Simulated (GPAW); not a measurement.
# Core-hole calculation of the Se K edge in zinc-blende (ZnSe)₁₋ₓ(CdSe)ₓ at x = 0, part 2 of 2

What does the Se K edge look like in zinc-blende (ZnSe)₁₋ₓ(CdSe)ₓ at x = 0?

GPAW 26.7.0; X-ray absorption from dipole matrix elements to empty bands, plane-wave PAW revPBE.

So far. Step 2 (The field without a hole): The mesh shows a gap of 1.42 eV. The excited electron is kept all the same, so that all members of the series, with or without a gap, are treated alike.

### 4. Spectrum with XCH, Se atom 2

The holes are 8.0 Å apart. In GPAW the data set carries the hole's charge, so charge=0 means a charged cell and charge=-1 a neutral one. The excited electron is kept in the cell, where it fills the lowest empty states and screens the hole. After the field has converged, empty bands are computed with the density fixed and the dipole matrix elements are summed.

The absorber has 4 Zn at 2.45 Å (tetrahedral).

File xas.py:

```python
import numpy as np
from ase import Atoms
from ase.parallel import parprint, paropen
from gpaw import GPAW, PW, FermiDirac, Mixer, MixerDif, setup_paths
from gpaw.test import gen
setup_paths.insert(0, '.')
gen('Se', name='fch1s', xcname='revPBE', corehole=(1, 0, 1), write_xml=True)
from gpaw.mpi import world
world.barrier()

atoms = Atoms('ZnSeZnSeZnSeZnSeZnSeZnSeZnSeZnSe',
    cell=[[0, 5.668, 5.668],
     [5.668, 0, 5.668],
     [5.668, 5.668, 0]],
    scaled_positions=[[0, 0, 0],
     [0.125, 0.125, 0.125],
     [0, 0, 0.5],
     [0.125, 0.125, 0.625],
     [0, 0.5, 0],
     [0.125, 0.625, 0.125],
     [0, 0.5, 0.5],
     [0.125, 0.625, 0.625],
     [0.5, 0, 0],
     [0.625, 0.125, 0.125],
     [0.5, 0, 0.5],
     [0.625, 0.125, 0.625],
     [0.5, 0.5, 0],
     [0.625, 0.625, 0.125],
     [0.5, 0.5, 0.5],
     [0.625, 0.625, 0.625]],
    pbc=True)
atoms.calc = calc = GPAW(legacy_gpaw=True, mode=PW(400, force_complex_dtype=True), xc='revPBE', setups={1: 'fch1s'},
    kpts={'size': (3, 3, 3), 'gamma': True}, occupations=FermiDirac(0.04),
    charge=-1, mixer=Mixer(0.1, 5, 50), maxiter=150,
    convergence={'density': 0.0001, 'eigenstates': 1e-6}, txt='scf.txt')
energy = atoms.get_potential_energy() + calc.get_reference_energy()
ef = calc.get_fermi_level()
out = dict(energy=energy, fermi=ef, forces=atoms.get_forces().tolist())
parprint(f'all-electron energy {energy:.4f} eV, Fermi level {ef:.4f} eV')
ev = np.array([[calc.get_eigenvalues(k, s) for k in range(len(calc.get_ibz_k_points()))] for s in range(calc.get_number_of_spins())])
out['homo'], out['lumo'], out['counts'] = ev[ev < ef].max(), ev[ev > ef].min(), sorted(set((ev < ef).sum((0, 2)).tolist()))
out['filled'] = (ev[:, 0] < ef).sum(1).tolist()

from ase.units import Ha
from gpaw.xas import dipole_matrix_elements
nb = int(calc.get_number_of_electrons() / 2) + 186
top, nb = nb, nb + 8 + nb // 12
nscf = calc.fixed_density(kpts={'size': (4, 4, 4), 'gamma': True}, nbands=nb,
    convergence={'bands': top, 'eigenstates': 5e-3}, maxiter=60, txt='nscf.txt')
cell = atoms.cell.array
ops = [cell.T @ U.T @ np.linalg.inv(cell.T) for U in nscf.wfs.kd.symmetry.op_scc]
filled = [72]  # bands filled in the ground state, by spin
E = np.arange(-6, 30, 0.1)
fwhm = np.interp(E, [4, 25], [2.33, 3.5])
Y, X, zero, highest = 0, 0, 1e9, 1e9
for spin in range(nscf.get_number_of_spins()):
    wfs = nscf.wfs
    mine = wfs.bd.get_slice()  # this rank's bands
    A = dipole_matrix_elements(wfs.setups[1])
    eps = np.zeros((wfs.kd.nibzkpts, nb))
    d = np.zeros((3, A.shape[1], wfs.kd.nibzkpts, nb), complex)
    for kpt in wfs.kpt_u:
        if kpt.s == spin and 1 in kpt.P_ani:
            eps[kpt.k, mine] = kpt.eps_n * Ha
            d[:, :, kpt.k, mine] = (kpt.weight * wfs.nspins / 2) ** 0.5 * np.inner(A, kpt.P_ani[1])
    world.sum(eps)
    world.sum(d)
    T = np.einsum('amkn,bmkn->abkn', d, d.conj()).real
    T = sum(np.einsum('ai,ijkn,bj->abkn', R, T, R) for R in ops) / len(ops)
    empty = np.ones_like(eps, bool) & (np.arange(nb) >= filled[spin])
    zero, highest = min(zero, eps[empty].min()), min(highest, eps[:, top - 1].min())
    lines = [(eps, T, empty)] if spin == 0 else lines + [(eps, T, empty)]
for eps, T, empty in lines:
    f = np.einsum('aakn->akn', T).reshape(3, -1)
    x = eps.ravel() - zero
    w = np.interp(x, E, fwhm) / 2.35482
    g = np.exp(-0.5 * ((E[:, None] - x) / w) ** 2) / (w * (2 * np.pi) ** 0.5)
    Y = Y + (f * empty.ravel()) @ g.T
    X = X + (f * ~empty.ravel()) @ g.T
out.update(E=E.round(2).tolist(), xas=Y.tolist(), xes=X.tolist(), zero=zero, valid=highest - zero, nk=len(eps), nb=nb)
for i in range(0, len(E), 10):
    parprint(f'{E[i]:7.2f}', *(f'{v:10.3e}' for v in Y[:, i]))
import json
with paropen('out.json', 'w') as f:
    json.dump(out, f)
```

The run is started by

```sh
OMP_NUM_THREADS=1 mpirun -n 4 gpaw python xas.py
```

Numbers of over 12 decimals in the logs are rounded to 6 here.

Log:

```text
Input parameters:
  charge: -1
  convergence: {density: 0.0001,
                eigenstates: 1e-06}
  kpts: {gamma: True,
         size: (3, 3, 3)}
  maxiter: 150
  mixer: {backend: pulay,
          beta: 0.1,
          method: separate,
          nmaxold: 5,
          weight: 50}
  mode: {ecut: 400.0,
         force_complex_dtype: True,
         name: pw}
  occupations: {fixmagmom: False,
                name: fermi-dirac,
                width: 0.04}
  setups: {1: fch1s}
  xc: revPBE

Initialize ...

[... PAW data sets ...]

Reference energy: -907084.852702  # eV

Spin-paired calculation

[... convergence settings ...]
Symmetries present (total): 6
  [... symmetry matrices ...]

27 k-points: 3 x 3 x 3 Monkhorst-Pack grid
6 k-points in the irreducible part of the Brillouin zone
       k-points in crystal coordinates                weights
   0:     0.00000000    0.00000000    0.00000000          1/27
   1:     0.33333333    0.00000000   -0.33333333          6/27
   2:     0.33333333    0.00000000    0.00000000          6/27
   3:     0.33333333    0.33333333   -0.33333333          6/27
   4:     0.33333333    0.33333333    0.00000000          6/27
   5:     0.33333333    0.33333333    0.33333333          2/27

Wave functions: Plane wave expansion
  Cutoff energy: 400.000 eV
  Number of coefficients (min, max): 6605, 6616
  Pulay-stress correction: 0.000000 eV/Ang^3 (de/decut=0.000000)
  Using FFTW library
  Wavefunction extrapolation:
    Improved wavefunction reuse through dual PAW basis

Occupation numbers: Fermi-Dirac:
  width: 0.0400  # eV

Eigensolver
   Davidson(niter=2)

Densities:
  Coarse grid: 40*40*40 grid
  Fine grid: 80*80*80 grid
  Total Charge: 0.000000

Density mixing:
  Method: separate
  Backend: pulay
  Linear mixing parameter: 0.1
  old densities: 5
  Width of damping distribution: 1.1
  Damping of long wavelength oscillations: 50

[... Hamiltonian set-up ...]
Number of atoms: 16
Number of atomic orbitals: 104
Number of bands in calculation: 91
Number of valence electrons: 145
Bands to converge: occupied

... initialized

Initializing position-dependent things.

Density initialized from atomic densities
Creating initial wave functions:
  91 bands from LCAO basis set

                             Se

                    Se   Zn
                      Se
                Zn
             Se            Se
                  Zn
                  Se
         Zn            Zn
                    Se
              Zn
           Se   Zn

       Zn

Atomic positions and initial magnetic moments

Positions:
   0 Zn     0.000000    0.000000    0.000000    ( 0.0000,  0.0000,  0.0000)
   1 Se     1.417000    1.417000    1.417000    ( 0.0000,  0.0000,  0.0000)
   2 Zn     2.834000    2.834000    0.000000    ( 0.0000,  0.0000,  0.0000)
   3 Se     4.251000    4.251000    1.417000    ( 0.0000,  0.0000,  0.0000)
   4 Zn     2.834000    0.000000    2.834000    ( 0.0000,  0.0000,  0.0000)
   5 Se     4.251000    1.417000    4.251000    ( 0.0000,  0.0000,  0.0000)
   6 Zn     5.668000    2.834000    2.834000    ( 0.0000,  0.0000,  0.0000)
[...]
13 Se     4.251000    4.251000    7.085000    ( 0.0000,  0.0000,  0.0000)
  14 Zn     5.668000    5.668000    5.668000    ( 0.0000,  0.0000,  0.0000)
  15 Se     7.085000    7.085000    7.085000    ( 0.0000,  0.0000,  0.0000)

Unit cell:
           periodic     x           y           z      points  spacing
  1. axis:    yes    0.000000    5.668000    5.668000    40     0.1636
  2. axis:    yes    5.668000    0.000000    5.668000    40     0.1636
  3. axis:    yes    5.668000    5.668000    0.000000    40     0.1636

  Lengths:   8.015762   8.015762   8.015762
  Angles:   60.000000  60.000000  60.000000

Effective grid spacing dv^(1/3) = 0.1785

iter:   1   -54.264541
iter:   2   -53.826275   -0.40  -1.27
iter:   3   -52.041364   -1.06  -1.32
iter:   4   -52.120375   -1.69  -1.59
iter:   5   -52.150396   -2.09  -1.64
iter:   6   -52.111628c  -2.81  -2.19
iter:   7   -52.102450c  -2.70  -2.36
iter:   8   -52.104803c  -3.55  -2.86
iter:   9   -52.102854c  -3.61  -3.10
iter:  10   -52.102262c  -4.77  -3.10
iter:  11   -52.102087c  -4.79  -3.26
iter:  12   -52.102110c  -5.34  -3.54
iter:  13   -52.102144c  -5.86  -3.63
iter:  14   -52.102165c  -5.85  -3.77
iter:  15   -52.102188c  -6.31c -3.96
iter:  16   -52.102187c  -6.91c -4.42c

Converged after 16 iterations.

Dipole moment: (-29.450705, -29.450705, -29.450705) |e|*Ang

Energy contributions relative to reference atoms: (reference = -907084.852702)

Kinetic:       +142.042015
Potential:     -124.670018
External:        +0.000000
XC:             -68.658928
Entropy (-ST):   -0.013644
Local:           -0.808434
SIC:             +0.000000
--------------------------
Free energy:    -52.109009
Extrapolated:   -52.102187

Showing only first 2 kpts
 Kpt  Band  Eigenvalues  Occupancy
  0    70      3.94061    2.00000
  0    71      3.94061    2.00000
  0    72      5.07656    2.00000
  0    73      6.34034    1.99829

  1    70      2.89398    2.00000
  1    71      3.56301    2.00000
  1    72      7.06853    0.00003
[...]
Fermi level: 6.62291

No gap
No difference between direct/indirect transitions

Forces in eV/Ang:
  0 Zn   -0.60518   -0.60518   -0.60518
  1 Se   -0.00007   -0.00007   -0.00007
  2 Zn    0.60515    0.60515   -0.60514
  3 Se    0.00005    0.00005    0.06515
  4 Zn    0.60515   -0.60514    0.60515
  5 Se    0.00005    0.06515    0.00005
  6 Zn    0.03624   -0.03625   -0.03625
[...]
13 Se    0.00001    0.00001   -0.06509
 14 Zn    0.03624    0.03624    0.03624
 15 Se   -0.00001   -0.00001   -0.00001
Scalar-relativistic atomic revPBE calculation for Se (Selenium, Z=34)
Core hole in 1s state (1s occupation: 1.0)
600 radial gridpoints.
|------------------------------------------------|
|------------------------------------------------|
[... the atom generator's iteration count ...]

Energy contributions:
-------------------------
Kinetic:    +1995.481574
XC:           -77.482639
Potential:  -3880.559657
-------------------------
Total:      -1962.560722

state      eigenvalue         ekin         rmax
-----------------------------------------------
1s^1.0 :  -474.677942   596.411018        0.029
2s^2.0 :   -62.893961   119.786899        0.161
2p^6.0 :   -56.458666   117.817713        0.128
3s^2.0 :    -8.982518    28.659067        0.489
3p^6.0 :    -6.776275    26.373243        0.482
3d^10.0:    -2.886747    21.574641        0.430
4s^2.0 :    -1.097571     4.389186        1.424
4p^4.0 :    -0.642289     3.127028        1.630
-----------------------------------------------
(units: Bohr and Hartree)

Generating PAW setup
Kinetic energy of the core from tauc = 1996.649914
Cutoffs:
rc(s)=1.600
rc(p)=1.900
rc(d)=1.600
rc(vbar)=1.440
rc(comp)=1.600
rc(nct)=1.900

Kinetic energy of the core states: 1974.195091
Charge: 1.0
Core electrons: 27.0
Valence electrons: 6.0
Pseudo-core charge: 0.682407
Shape function alpha=3.906
Pseudo-electron charge 7.106942
state    eigenvalue         norm
--------------------------------
4s(2) :    -1.097571     1.139353
*s    :    -0.097571
4p(4) :    -0.642289     1.036457
*p    :     0.357711
*d    :     0.000000
--------------------------------

Diagonalizing with gridspacing h=0.050

state   all-electron     PAW
-------------------------------
4s:      -1.097571    -1.098211
4p:      -0.642289    -0.642865
*d:                   -0.134155
*f:                   -0.020051
-------------------------------
all-electron energy -907136.9549 eV, Fermi level 6.6229 eV
[...]
27.00  9.210e-08  9.210e-08  9.210e-08
  28.00  8.150e-08  8.150e-08  8.150e-08
  29.00  6.964e-08  6.964e-08  6.964e-08
```

Elapsed: 4.3 min, on 4 MPI ranks of Arm Neoverse V1, shared host; peak memory 0.56 GiB; 17 min of CPU time.

The Se K spectrum, Se atom 2, excited-electron core hole (neutral cell) (energy from the bottom of the conduction band, which holds the excited electron; intensity scaled to a mean of 1 over the first 20 eV):

| E (eV) | intensity |
| --- | --- |
| -2.00 | 0.00 |
| -1.25 | 0.01 |
| -0.50 | 0.05 |
| 0.25 | 0.21 |
| 1.00 | 0.54 |
| 1.75 | 0.97 |
| 2.50 | 1.28 |
| 3.25 | 1.39 |
| 4.00 | 1.39 |
| 4.75 | 1.38 |
| 5.50 | 1.39 |
| 6.25 | 1.45 |
| 7.00 | 1.46 |
| 7.75 | 1.35 |
| 8.50 | 1.17 |
| 9.25 | 0.98 |
| 10.00 | 0.78 |
| 10.75 | 0.62 |
| 11.50 | 0.59 |
| 12.25 | 0.66 |
| 13.00 | 0.79 |
| 13.75 | 0.91 |
| 14.50 | 0.97 |
| 15.25 | 0.98 |
| 16.00 | 0.96 |
| 16.75 | 0.94 |
| 17.50 | 0.94 |
| 18.25 | 0.91 |
| 19.00 | 0.86 |
| 19.75 | 0.82 |
| 20.50 | 0.83 |
| 21.25 | 0.88 |
| 22.00 | 0.94 |
| 22.75 | 0.95 |
| 23.50 | 0.93 |
| 24.25 | 0.93 |
| 25.00 | 0.97 |
| 25.75 | 1.04 |
| 26.50 | 1.07 |
| 27.25 | 1.04 |
| 28.00 | 0.94 |
| 28.75 | 0.83 |

Main maxima below 28 eV (height): 6.8 eV (1.47), 15.0 eV (0.98), 22.6 eV (0.95) and 26.6 eV (1.07). A K edge sees empty p states on the absorber.

The energy difference (zero at 12696 eV) isn't read as a photon energy: for so heavy an absorber the terms left out (the hole's spin, the functional's error) amount to tens of eV or more.

### 5. Cell without a hole, the energy reference

The absorbing element, whose data set is made anew, changes for the next run, so it gets a reference energy of its own.

File scf.py:

```python
import numpy as np
from ase import Atoms
from ase.parallel import parprint, paropen
from gpaw import GPAW, PW, FermiDirac, Mixer, MixerDif, setup_paths
from gpaw.test import gen
setup_paths.insert(0, '.')
gen('Zn', name='nch1s', xcname='revPBE', corehole=(1, 0, 0), write_xml=True)
from gpaw.mpi import world
world.barrier()

atoms = Atoms('ZnSeZnSeZnSeZnSeZnSeZnSeZnSeZnSe',
    cell=[[0, 5.668, 5.668],
     [5.668, 0, 5.668],
     [5.668, 5.668, 0]],
    scaled_positions=[[0, 0, 0],
     [0.125, 0.125, 0.125],
     [0, 0, 0.5],
     [0.125, 0.125, 0.625],
     [0, 0.5, 0],
     [0.125, 0.625, 0.125],
     [0, 0.5, 0.5],
     [0.125, 0.625, 0.625],
     [0.5, 0, 0],
     [0.625, 0.125, 0.125],
     [0.5, 0, 0.5],
     [0.625, 0.125, 0.625],
     [0.5, 0.5, 0],
     [0.625, 0.625, 0.125],
     [0.5, 0.5, 0.5],
     [0.625, 0.625, 0.625]],
    pbc=True)
atoms.calc = calc = GPAW(legacy_gpaw=True, mode=PW(400, force_complex_dtype=True), xc='revPBE', setups={0: 'nch1s'},
    kpts={'size': (3, 3, 3), 'gamma': True}, occupations=FermiDirac(0.02),
    charge=0, mixer=Mixer(0.1, 5, 50), maxiter=150,
    convergence={'density': 0.0001, 'eigenstates': 1e-6}, txt='scf.txt')
energy = atoms.get_potential_energy() + calc.get_reference_energy()
ef = calc.get_fermi_level()
out = dict(energy=energy, fermi=ef, forces=atoms.get_forces().tolist())
parprint(f'all-electron energy {energy:.4f} eV, Fermi level {ef:.4f} eV')
ev = np.array([[calc.get_eigenvalues(k, s) for k in range(len(calc.get_ibz_k_points()))] for s in range(calc.get_number_of_spins())])
out['homo'], out['lumo'], out['counts'] = ev[ev < ef].max(), ev[ev > ef].min(), sorted(set((ev < ef).sum((0, 2)).tolist()))
out['filled'] = (ev[:, 0] < ef).sum(1).tolist()
import json
with paropen('out.json', 'w') as f:
    json.dump(out, f)
```

The run is started by

```sh
OMP_NUM_THREADS=1 mpirun -n 4 gpaw python scf.py
```

Log:

```text
Input parameters:
  convergence: {density: 0.0001,
                eigenstates: 1e-06}
  kpts: {gamma: True,
         size: (3, 3, 3)}
  maxiter: 150
  mixer: {backend: pulay,
          beta: 0.1,
          method: separate,
          nmaxold: 5,
          weight: 50}
  mode: {ecut: 400.0,
         force_complex_dtype: True,
         name: pw}
  occupations: {fixmagmom: False,
                name: fermi-dirac,
[...]
*s    :     0.783325
4p(0) :    -0.040034     1.006928
*p    :     0.959966
3d(10):    -0.370382     0.153288
*d    :     0.629618
--------------------------------

Diagonalizing with gridspacing h=0.050

state   all-electron     PAW
-------------------------------
4s:      -0.216675    -0.216841
4p:      -0.040034    -0.040055
3d:      -0.370382    -0.371054
*f:                    0.069890
-------------------------------
all-electron energy -919832.5173 eV, Fermi level 4.4215 eV
[key lines of the parts left out:]
Converged after 15 iterations.
Dipole moment: (-28.738262, -28.738262, -28.738262) |e|*Ang
Free energy:    -43.534400
Fermi level: 4.42151
```

Run time: 31 s. Hardware: 4 MPI ranks; peak memory 0.34 GiB.

Reference energy: -919832.517 eV with the cores included.

### 6. Spectrum with XCH, Zn atom 1

The holes are 8.0 Å apart. The excited electron is kept in the cell, where it fills the lowest empty states and screens the hole. After the field has converged, empty bands are computed with the density fixed and the dipole matrix elements are summed.

The absorber has 4 Se at 2.45 Å (tetrahedral).

xas.py, as its differences from that of step 4:

```diff
@@ -6,3 +6,3 @@
 setup_paths.insert(0, '.')
-gen('Se', name='fch1s', xcname='revPBE', corehole=(1, 0, 1), write_xml=True)
+gen('Zn', name='fch1s', xcname='revPBE', corehole=(1, 0, 1), write_xml=True)
 from gpaw.mpi import world
@@ -31,3 +31,3 @@
     pbc=True)
-atoms.calc = calc = GPAW(legacy_gpaw=True, mode=PW(400, force_complex_dtype=True), xc='revPBE', setups={1: 'fch1s'},
+atoms.calc = calc = GPAW(legacy_gpaw=True, mode=PW(400, force_complex_dtype=True), xc='revPBE', setups={0: 'fch1s'},
     kpts={'size': (3, 3, 3), 'gamma': True}, occupations=FermiDirac(0.04),
@@ -53,3 +53,3 @@
 E = np.arange(-6, 30, 0.1)
-fwhm = np.interp(E, [4, 25], [2.33, 3.5])
+fwhm = np.interp(E, [4, 25], [1.67, 3.5])
 Y, X, zero, highest = 0, 0, 1e9, 1e9
@@ -58,3 +58,3 @@
     mine = wfs.bd.get_slice()  # this rank's bands
-    A = dipole_matrix_elements(wfs.setups[1])
+    A = dipole_matrix_elements(wfs.setups[0])
     eps = np.zeros((wfs.kd.nibzkpts, nb))
@@ -62,5 +62,5 @@
     for kpt in wfs.kpt_u:
-        if kpt.s == spin and 1 in kpt.P_ani:
+        if kpt.s == spin and 0 in kpt.P_ani:
             eps[kpt.k, mine] = kpt.eps_n * Ha
-            d[:, :, kpt.k, mine] = (kpt.weight * wfs.nspins / 2) ** 0.5 * np.inner(A, kpt.P_ani[1])
+            d[:, :, kpt.k, mine] = (kpt.weight * wfs.nspins / 2) ** 0.5 * np.inner(A, kpt.P_ani[0])
     world.sum(eps)
```

The run is started by

```sh
OMP_NUM_THREADS=1 mpirun -n 4 gpaw python xas.py
```

Log:

```text
Input parameters:
  charge: -1
  convergence: {density: 0.0001,
                eigenstates: 1e-06}
  kpts: {gamma: True,
         size: (3, 3, 3)}
  maxiter: 150
  mixer: {backend: pulay,
          beta: 0.1,
          method: separate,
          nmaxold: 5,
          weight: 50}
  mode: {ecut: 400.0,
         force_complex_dtype: True,
         name: pw}
  occupations: {fixmagmom: False,
[...]
*d    :    -0.019898
--------------------------------

Diagonalizing with gridspacing h=0.050

state   all-electron     PAW
-------------------------------
4s:      -0.587965    -0.588244
4p:      -0.332240    -0.332438
3d:      -1.019898    -1.020353
*f:                   -0.021004
-------------------------------
all-electron energy -910139.1422 eV, Fermi level 6.5900 eV
[...]
28.00  1.476e-07  1.476e-07  1.476e-07
  29.00  1.461e-07  1.461e-07  1.461e-07
[key lines of the parts left out:]
Converged after 16 iterations.
Dipole moment: (-28.818231, -28.818231, -28.818231) |e|*Ang
Free energy:    -49.674361
Fermi level: 6.59002
```

Elapsed: 2.4 min, on 4 MPI ranks; peak memory 0.54 GiB; 9.6 min of CPU time.

The Zn K spectrum, Zn atom 1, excited-electron core hole (neutral cell) (energy from the bottom of the conduction band, which holds the excited electron; intensity scaled to a mean of 1 over the first 20 eV):

| E (eV) | intensity |
| --- | --- |
| -2.0 | 0.00 |
| -1.0 | 0.00 |
| 0.0 | 0.02 |
| 1.0 | 0.18 |
| 2.0 | 0.63 |
| 3.0 | 1.14 |
| 4.0 | 1.64 |
| 5.0 | 2.08 |
| 6.0 | 1.47 |
| 7.0 | 0.95 |
| 8.0 | 0.96 |
| 9.0 | 0.98 |
| 10.0 | 0.87 |
| 11.0 | 0.96 |
| 12.0 | 1.18 |
| 13.0 | 1.21 |
| 14.0 | 1.06 |
| 15.0 | 0.91 |
| 16.0 | 0.79 |
| 17.0 | 0.79 |
| 18.0 | 0.86 |
| 19.0 | 0.83 |
| 20.0 | 0.74 |
| 21.0 | 0.75 |
| 22.0 | 0.82 |
| 23.0 | 0.85 |
| 24.0 | 0.84 |
| 25.0 | 0.86 |
| 26.0 | 0.89 |
| 27.0 | 0.91 |
| 28.0 | 0.91 |

Main maxima below 28 eV (height): 5.0 eV (2.08), 8.6 eV (1.00), 12.6 eV (1.23) and 18.2 eV (0.87). 

The total-energy difference is 9693.38 eV. One term is added: -30.96 eV, since the hole is spin-paired here and a spin-polarised one costs that much less in the free atom (computed apart). The photon energy is then 9662.42 eV. The tabulated edge of the element is 9659 eV. The functional leaves an error of a few eV in such absolute values.

### 7. Results

```json
{
  "absorber and edge": "Se K, atom 2 of the ground-state input (counted from 1)",
  "surroundings": "4 Zn at 2.45 Å (tetrahedral)",
  "highest intensity below 24 eV": "6.8 eV above the zero, height 1.47"
}
```

**Reading.** The Se K edge of atom 2, with 4 Zn at 2.45 Å (tetrahedral), has its highest intensity of the first 24 eV at 6.8 eV above the zero, 1.5 times the mean level of the first 20 eV (Gaussian full width 2.33 eV up to 4 eV, rising linearly to 3.5 eV at 25 eV). The script folds with a Gaussian, whereas the core hole's own line is a Lorentzian, so the onset is too steep and the first peak too high.

[Banner, clock and machine lines of the logs are left out without a mark of their own.]

[Logs are printed without paths, hosts, clocks, repeated set-up lines and the standing remarks that a program may print on its own settings, such as how far it seeks lower states.]

[Hosts, paths, dates, database ids (printed as entryN), source tags and the programs' standing remarks are cut or masked in the printed files.]

[Lists of maxima count a maximum above −3 eV only where it reaches 4 % of the highest in the window and stands out from its surroundings by 2 % of it (1.5 % where it reaches 55 %); shoulders and weaker maxima are passed over, and of the rest the first, up to two pre-edge ones and the few strongest are named.]
